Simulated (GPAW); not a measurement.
# PtS2 (P-3m1) in GPAW: single point with PBE

Aim: the single point of PtS2 with PBE.

All numbers are computed with GPAW 26.7.0; they aren't measurements. Logs are shortened: lines on timing, memory, paths and dates and some standing lists are left out, and cuts for length are marked. The log counts tension as positive stress, the text compression.

## 1. The structure

Symmetry: P-3m1, No. 164, trigonal system. Conventional cell: a = 3.543 Å, b = 3.543 Å, c = 5.039 Å, α = 90.00°, β = 90.00°, γ = 120.00°. Around Pt (site symmetry -3m) lie 6 S at 2.34 Å. S (site symmetry 3m) has 3 Pt at 2.34 Å as nearest neighbours.

## 2. Single point, PBE

File run.py:

```python
from ase.dft.bandgap import bandgap
from ase.io import write
from ase.spacegroup import crystal
from ase.units import GPa
from gpaw import GPAW, PW

# Pt 1a
# S 2d
atoms = crystal(['Pt', 'S'],
                basis=[[0.0, 0.0, 0.0],
                       [0.6666666667, 0.3333333333, 0.773]],
                spacegroup=164, setting=1,  # P-3m1
                cellpar=[3.5432, 3.5432, 5.0388, 90.0, 90.0, 120.0],
                primitive_cell=True)

calc = GPAW(mode=PW(500),
            xc='PBE',
            kpts={'size': (7, 7, 4), 'gamma': True},
            occupations={'name': 'fermi-dirac', 'width': 0.05},
            nbands=26,
            maxiter=120,
            txt='gpaw.txt')
atoms.calc = calc
energy = atoms.get_potential_energy()
forces = atoms.get_forces()
stress = atoms.get_stress()
calc.write('gs.gpw')
write('result.traj', atoms)
print(f'Energy: {energy:.6f} eV')
print('Forces (eV/A):')
print(forces.round(4))
print('Stress (GPa):', (stress / GPa).round(3))
print('Fermi level:', round(calc.get_fermi_level(), 4), 'eV')
print(f'Gap: {bandgap(calc)[0]:.4f} eV, direct: {bandgap(calc, direct=True)[0]:.4f} eV')
```

Potentials or basis: GPAW PAW data sets (gpaw-data 1.2.1), pw.

The run is started by

```console
> OMP_NUM_THREADS=1 python run.py
```

gpaw.txt:

```text
__  _  _
 | _ |_)|_||  |
 |__||  | ||/\| - 26.7.0

Input parameters:
  mode=PW(ecut=500.0),
  kpts=MonkhorstPack(size=(7, 7, 4), gamma=True),
  maxiter=120,
  nbands=26,
  occupations=Occupations(name='fermi-dirac', width=0.05),
  xc=XC(name='PBE')

Diagonalizing LCAO Hamiltonian
Converting LCAO to pw mode

            S

         S

       Pt

Atoms  # Å, Bohr magnetons
|   | symbol |         x |        y |        z |    initial magnetic moments |
|---|--------|-----------|----------|----------|-----------------------------|
| 0 |     Pt |  0.000000 | 0.000000 | 0.000000 | ( 0.0000,  0.0000,  0.0000) |
| 1 |      S |  1.771600 | 1.022834 | 3.894992 | ( 0.0000,  0.0000,  0.0000) |
| 2 |      S | -0.000000 | 2.045667 | 1.143808 | ( 0.0000,  0.0000,  0.0000) |

Unit cell  # Å
| periodic |         x |        y |        z |  lengths |     angles |
|----------|-----------|----------|----------|----------|------------|
|      yes |  3.543200 | 0.000000 | 0.000000 | 3.543200 |  90.000000 |
|      yes | -1.771600 | 3.068501 | 0.000000 | 3.543200 |  90.000000 |
|      yes |  0.000000 | 0.000000 | 5.038800 | 5.038800 | 120.000000 |

Number of symmetries: 12
Symmetry operations  # r_c * U_cc + t_c -> r_c
|    | kind |            matrix            |
|----|------|------------------------------|
|  0 |  σ   |  1, 1, 0,  0,-1, 0,  0, 0, 1 |
|  1 |  S6  |  1, 1, 0, -1, 0, 0,  0, 0,-1 |
|  2 |  E   |  1, 0, 0,  0, 1, 0,  0, 0, 1 |
|  3 |  C2  |  1, 0, 0, -1,-1, 0,  0, 0,-1 |
|  4 |  C2  |  0, 1, 0,  1, 0, 0,  0, 0,-1 |
|  5 |  C3  |  0, 1, 0, -1,-1, 0,  0, 0, 1 |
|  6 |  S6  |  0,-1, 0,  1, 1, 0,  0, 0,-1 |
|  7 |  σ   |  0,-1, 0, -1, 0, 0,  0, 0, 1 |
|  8 |  σ   | -1, 0, 0,  1, 1, 0,  0, 0, 1 |
|  9 |  i   | -1, 0, 0,  0,-1, 0,  0, 0,-1 |
| 10 |  C3  | -1,-1, 0,  1, 0, 0,  0, 0, 1 |
| 11 |  C2  | -1,-1, 0,  0, 1, 0,  0, 0,-1 |

BZ-sampling:
  Number of BZ points: 196
  Number of IBZ points: 28

  Monkhorst-Pack size: [7, 7, 4]
  Monkhorst-Pack shift: [0.0, 0.0, 0.125]

K-points  # in reciprocal-cell coordinates
|     |                                coordinates |     weight |
|-----|--------------------------------------------|------------|
|   0 | (  0.00000000,   0.00000000,   0.00000000) | 0.00510204 |
|   1 | (  0.00000000,   0.00000000,   0.25000000) | 0.01020408 |
|   2 | (  0.00000000,   0.00000000,   0.50000000) | 0.00510204 |
|   3 | (  0.14285714,   0.00000000,  -0.25000000) | 0.03061224 |
|   4 | (  0.14285714,   0.00000000,   0.00000000) | 0.03061224 |
|   5 | (  0.14285714,   0.00000000,   0.25000000) | 0.03061224 |
|   6 | (  0.14285714,   0.00000000,   0.50000000) | 0.03061224 |
|   7 | (  0.28571429,  -0.14285714,   0.00000000) | 0.03061224 |
|   8 | (  0.28571429,  -0.14285714,   0.25000000) | 0.06122449 |
|   9 | (  0.28571429,  -0.14285714,   0.50000000) | 0.03061224 |
| ... |                                            |            |
|  27 | (  0.42857143,   0.42857143,   0.50000000) | 0.03061224 |

Plane wave coefficients: 1411
Cutoff: 500.0 eV

Spin-components: 1 (collinear spins)
Bands:           26
Projectors:      16
Spin-degeneracy: 2
Datatype:        complex128

Parallelization:
  kpt:    1
  domain: 1
  band:   1

Density:
  Valence electrons: 28.0
  Components: 1
  Grid points: [20 20 27]
  Charge: 0.0  # |e|

Potential:
  Grid points: [20 20 27]

species:
  Pt:
    name:    Platinum
    Z:       78.0
    valence: 16
    core:    62
    charge:  0.0  # [|e|]
    compensation charges:
      type: gauss
      rc: 0.41  # [Å]
      lmax: 2
    cutoffs:
      filter: 2.26  # [Å]
      core: 2.26  # [Å]
    projectors
    | kind |    occ | energy [eV] | rcut [Å] |
    |------|--------|-------------|----------|
    |   6s |  1.000 |      -5.628 |    1.307 |
    |   5p |  6.000 |     -56.051 |    1.371 |
    |   6p |  0.000 |      -0.845 |    1.371 |
    |   5d |  9.000 |      -6.153 |    1.307 |
    |    s |        |      21.583 |    1.307 |
    |    d |        |      21.058 |    1.307 |

    Using partial waves for Pt as LCAO basis

  S:
    name:    Sulfur
    Z:       16.0
    valence: 6
    core:    10
    charge:  0.0  # [|e|]
    compensation charges:
      type: gauss
      rc: 0.24  # [Å]
      lmax: 2
    cutoffs:
      filter: 1.77  # [Å]
      core: 1.66  # [Å]
    projectors
    | kind |    occ | energy [eV] | rcut [Å] |
    |------|--------|-------------|----------|
    |   3s |  2.000 |     -17.254 |    0.974 |
    |   3p |  4.000 |      -7.008 |    0.979 |
    |    s |        |       9.957 |    0.974 |
    |    p |        |      20.203 |    0.979 |
    |    d |        |       0.000 |    0.900 |

    Using partial waves for S as LCAO basis

Reference energy: -522090.602563  # eV

eigensolver:
  PPCG
  Converge bands: occupied
  niter=2

density mixing:
  MSR1-Mixer
  Pratt-step length: 0.05
  Maximum mixing coefficient: 0.75
  Old densities: 10
  SVD Regularization: 0.005
  Good broyden scale: 1.0
  Trust region scale: 1.0
  Backstep threshold: 4.0
  History deletion threshold: 6.0
  Fourier metric: weight=20.0, sigma=0.015

occupation numbers:
  Fermi-Dirac:
    width: 0.0500  # eV

poisson solver:
  ecut: 4000.0  # eV

xc functional:
  name: PBE with 2 nearest neighbor stencil

convergence criteria:
- Maximum [total energy] change in last 3 cyles: 0.0005 eV / valence electron
- Maximum integral of absolute [dens]ity change: 0.0001 electrons / valence electron
- Maximum integral of absolute [eigenst]ate change: 4e-08 eV^2 / valence electron
maximum number of iterations: 120

SCF iterations
|iter     | |      energy | eigst |  dens |
|---------|-|-------------|-------|-------|
|iter:   1| |  -17.014737 | +0.33 |       |
|iter:   2| |  -16.478150 | -1.68 | -1.05 |
|iter:   3| |  -15.521946 | -1.58 | -1.13 |
|iter:   4| |  -15.499428 | -3.27 | -1.61 |
|iter:   5| |  -15.485509 | -3.29 | -1.82 |
|iter:   6| |  -15.485556c| -4.71 | -2.77 |
|iter:   7| |  -15.485632c| -5.08 | -3.23 |
|iter:   8| |  -15.485636c| -6.68 | -4.04c|
|iter:   9| |  -15.485636c| -7.60c| -4.52c|

Converged in 9 steps
Energy contributions relative to reference atoms: (reference = -522090.602563)

Energy contributions:
  Kinetic:          12.526521
  Coulomb:         -13.179643
  Zero:             -0.365831
  External:          0.000000
  Xc:              -14.466669
  Entropy:          -0.000026
  Spinorbit:         0.000000
  ----------------------------
  Free energy:     -15.485649
  Extrapolated:    -15.485636

dipole moment: (-6.144636, -10.642821, -17.476625)  # |e|*Ang

Fermi level: 7.764
Eigenvalues  # (at kpt = [0.000, 0.000, 0.000])
| band index |      eig [eV] | occ [0-2] |
|------------|---------------|-----------|
|          0 |       -46.522 |     2.000 |
|        ... |               |           |
|          6 |         0.376 |     2.000 |
|          7 |         0.495 |     2.000 |
|          8 |         3.395 |     2.000 |
|          9 |         3.395 |     2.000 |
|         10 |         5.600 |     2.000 |
|         11 |         6.269 |     2.000 |
[... 8 lines left out ...]
|         20 |        19.347 |     0.000 |
|         21 |        19.922 |     0.000 |
|        ... |               |           |
|         25 |        21.132 |     0.000 |

Gap: 0.810 eV
Transition (v -> c):
  (s=0, k=4, n=13, [0.14, 0.00, 0.00]) -> (s=0, k=10, n=14, [0.29, 0.00, -0.25])
Direct/indirect transitions are different
Direct gap: 0.980 eV
Transition at: (s=0, k=10, n=13, [0.29, 0.00, -0.25])

Forces  # eV/Ang
|        x |        y |        z |
|----------|----------|----------|
|  0.00000 | -0.00000 |  0.00000 |  # Pt   0
|  0.00000 | -0.00000 | -1.29070 |  # S    1
| -0.00000 |  0.00000 |  1.29070 |  # S    2

Stress tensor  # eV/Ang^3
|         x |         y |         z |
|-----------|-----------|-----------|
| -0.076503 |  0.000000 |  0.000000 |
|  0.000000 | -0.076503 |  0.000000 |
|  0.000000 |  0.000000 | -0.065973 |

# Writing to gs.gpw (mode='')
```

stdout:

```text
Energy: -15.485636 eV
Forces (eV/A):
[[ 0.     -0.      0.    ]
 [ 0.     -0.     -1.2907]
 [-0.      0.      1.2907]]
Stress (GPa): [-12.257 -12.257 -10.57    0.      0.      0.   ]
Fermi level: 7.7635 eV
Gap: 0.8103 eV, direct: 0.9804 eV
```

It took 15 s on 1 thread of Arm Neoverse V2, shared host; peak memory 0.16 GiB.

What came out:

* Free energy: -15.4856 eV
* Pressure: 11.7 GPa
* Largest force: 1.291 eV/Å
* Band gap on the k mesh: 0.81 eV, indirect (least direct gap 0.98 eV)

Forces in eV/Å, atoms in the order of the input:
```
Pt   0.000  0.000  0.000
S    0.000  0.000 -1.291
S    0.000  0.000  1.291
```

Caveat: the cutoff is short for stress and forces, so pressures can be off by a GPa or more; spin-orbit coupling is left out, which moves the levels of the heavy elements; an odd mesh through Γ misses points on the zone boundary, where band edges often lie.
